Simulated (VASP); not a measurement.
The system is SiC (Moissanite 3C).

```
Si C
1.0
     0.00000    2.17900    2.17900
     2.17900    0.00000    2.17900
     2.17900    2.17900    0.00000
Si C
1 1
Direct
  0.00000 0.00000 0.00000
  0.25000 0.25000 0.25000
```

Program: VASP 6.6.1. Alike in all runs: no spin polarisation; cell as given; cutoff (eV) 520; smearing gaussian 0.03 eV. Hardware: 1 thread of Intel(R) Xeon(R) Platinum 8488C (Sapphire Rapids), on a shared host.

Task: Order these runs on this cell by their wall time, lowest first.
A. task dielectric tensor; level PBE; potentials or basis VASP PAW PBE potentials, release 64 (Si, C); k mesh 18 × 18 × 18; monkhorst-Pack mesh yes
B. task band structure; level r2SCAN; potentials or basis VASP PAW PBE potentials, release 64 (Si, C); k mesh 10 × 10 × 10
C. task band structure; level LDA; potentials or basis VASP PAW LDA potentials, release 64 (Si, C); k mesh 10 × 10 × 10

Result: C (22 s), B (90 s), A (1000 s).
